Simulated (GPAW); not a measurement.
Wanted: an ASE script for a GPAW 26.7.0 run.

```yaml
Task: single point
Functional: PBE
Potentials_or_basis: GPAW PAW data sets (gpaw-data 1.2.1)
Cutoff: 800 eV
Basis: pw
k_mesh: 9 × 9 × 9
Occupations: fermi-dirac, width 0.05 eV
Spin: no spin polarisation
Maxiter: 150
```

Crystal: HfN.

```xyz
2
Lattice="0.0000 2.4548 2.4548 2.4548 0.0000 2.4548 2.4548 2.4548 0.0000" Properties=species:S:1:pos:R:3 pbc="T T T"
Hf    0.0000    0.0000    0.0000
N     1.2274    1.2274    1.2274
```

The cell comes from a database or a generator and needn't be the stable form of this composition.

These files were run (other wordings do the same):

run.py

```python
from ase import Atoms
from ase.dft.bandgap import bandgap
from ase.io import write
from ase.units import Bohr, GPa
from gpaw import GPAW, PW
from gpaw.elf import elf_from_dft_calculation

atoms = Atoms(['Hf', 'N'],
              cell=[[0.0, 2.454822, 2.454822],
                    [2.454822, 0.0, 2.454822],
                    [2.454822, 2.454822, 0.0]],
              scaled_positions=[[0.0, 0.0, 0.0],
                                [0.25, 0.25, 0.25]],
              pbc=True)

calc = GPAW(mode=PW(800),
            xc='PBE',
            kpts={'size': (9, 9, 9), 'gamma': True},
            occupations={'name': 'fermi-dirac', 'width': 0.05},
            nbands=19,
            convergence={'density': 1e-05, 'energy': 1e-05},
            maxiter=150,
            txt='gpaw.txt')
atoms.calc = calc
energy = atoms.get_potential_energy()
forces = atoms.get_forces()
stress = atoms.get_stress()
calc.write('gs.gpw')
write('result.traj', atoms)
print(f'Energy: {energy:.6f} eV')
print('Forces (eV/A):')
print(forces.round(4))
print('Stress (GPa):', (stress / GPa).round(3))
print('Fermi level:', round(calc.get_fermi_level(), 4), 'eV')
print(f'Gap: {bandgap(calc)[0]:.4f} eV, direct: {bandgap(calc, direct=True)[0]:.4f} eV')

# fields on the real-space grid
write('density.cube', atoms, data=calc.get_pseudo_density() * Bohr**3)
write('potential.cube', atoms, data=calc.get_electrostatic_potential())
write('elf.cube', atoms, data=elf_from_dft_calculation(calc).data)
```

Potentials or basis: GPAW PAW data sets (gpaw-data 1.2.1), pw.

The run is started by

```sh
$ OMP_NUM_THREADS=1 python run.py
```

It gave:

The pressure is 1.5 GPa and the band gap on the k mesh is none (metal or under the smearing width).

Wall time 24 s on 1 thread of Arm Neoverse V1, on a shared host, peak memory 0.17 GiB.
